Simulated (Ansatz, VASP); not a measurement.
# Two plane-wave programs on ZnSe

```
CELL_PARAMETERS angstrom
0.00000 2.86588 2.86588
2.86588 0.00000 2.86588
2.86588 2.86588 0.00000
ATOMIC_POSITIONS crystal
Zn 0.00000 0.00000 0.00000
Se 0.75000 0.75000 0.75000
```

Alike in both runs: task single point; functional PBE; k mesh 8 × 8 × 8; occupations gaussian, width 0.02 eV; no spin polarisation.

|  | VASP | Ansatz |
| --- | --- | --- |
| version | VASP 6.6.1 | Ansatz 0.2.0 |
| potentials or method | VASP PAW PBE potentials, release 64 (Zn, Se) | scalar-relativistic, plane waves, PAW |
| plane-wave cutoff (eV) | 520 | 420 |
| valence electrons in the cell | 18 | 28 |

```csv
,VASP,Ansatz,Ansatz less VASP
gap on the k mesh at the Fermi level (eV),1.16,1.15,-0.001
least direct gap on the mesh (eV),1.16,1.15,-0.001
pressure (GPa),0.2,0.0,-0.21
```

The two sets of potentials don't hold the same shells in valence.
